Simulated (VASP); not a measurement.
A run of VASP 6.6.1 is set up as follows.

INCAR

```
SYSTEM = Si3N4
PREC = Accurate
ENCUT = 600
EDIFF = 1E-7
ISMEAR = 0
SIGMA = 0.03
LREAL = .FALSE.
LASPH = .TRUE.
NELM = 80
ALGO = Normal
ISIF = 3
LWAVE = .FALSE.
LCHARG = .FALSE.
GGA = PS
IBRION = 2
NSW = 90
EDIFFG = -0.005
KPAR = 8
```

The input KPOINTS:

```
Automatic mesh
0
G
  6 6 6
  0 0 0
```

POSCAR

```
Si3N4                                   
1.0
    0.0000000000      3.8722300466      3.8722300466
    3.8722300466      0.0000000000      3.8722300466
    3.8722300466      3.8722300466     -0.0000000000
  Si              N             
     6     8
Direct
     0.1250000000000000    0.1250000000000000    0.6250000000000000
     0.1250000000000000    0.6250000000000000    0.1250000000000000
     0.6250000000000000    0.1250000000000000    0.1250000000000000
     0.1250000000000000    0.1250000000000000    0.1250000000000000
     0.7500000000000000    0.7500000000000000    0.7500000000000000
     0.5000000000000000    0.5000000000000000    0.5000000000000000
     0.3675589952956851    0.3675589952956851    0.3675589952956851
     0.3526769858870624    0.8824410047043149    0.8824410047043149
     0.8824410047043149    0.8824410047043149    0.3526769858870624
     0.8824410047043149    0.3526769858870624    0.8824410047043149
     0.3675589952956851    0.3675589952956851    0.8973230141129376
     0.3675589952956851    0.8973230141129376    0.3675589952956851
     0.8824410047043149    0.8824410047043149    0.8824410047043149
     0.8973230141129376    0.3675589952956851    0.3675589952956851
```

Potentials or basis: VASP PAW PBE potentials, release 64 (Si, N).

Launch:

```console
$ cat potpaw_PBE.64/Si/POTCAR potpaw_PBE.64/N/POTCAR > POTCAR
$ mpirun -np 8 vasp_std > vasp.out
```

**Question.** Predict the band gap on the k mesh.

**Answer.** 3.28 eV, indirect (least direct gap 3.32 eV).

Final structure:
```
Si N
1.0
     0.00000    3.87223    3.87223
     3.87223    0.00000    3.87223
     3.87223    3.87223    0.00000
Si N
6 8
Direct
  0.12500 0.12500 0.62500
  0.12500 0.62500 0.12500
  0.62500 0.12500 0.12500
  0.12500 0.12500 0.12500
  0.75000 0.75000 0.75000
  0.50000 0.50000 0.50000
  0.36756 0.36756 0.36756
  0.35268 0.88244 0.88244
  0.88244 0.88244 0.35268
  0.88244 0.35268 0.88244
  0.36756 0.36756 0.89732
  0.36756 0.89732 0.36756
  0.88244 0.88244 0.88244
  0.89732 0.36756 0.36756
```

Caveat: the relaxation stopped at its first step, so nothing moved. A k mesh can miss the band edges.
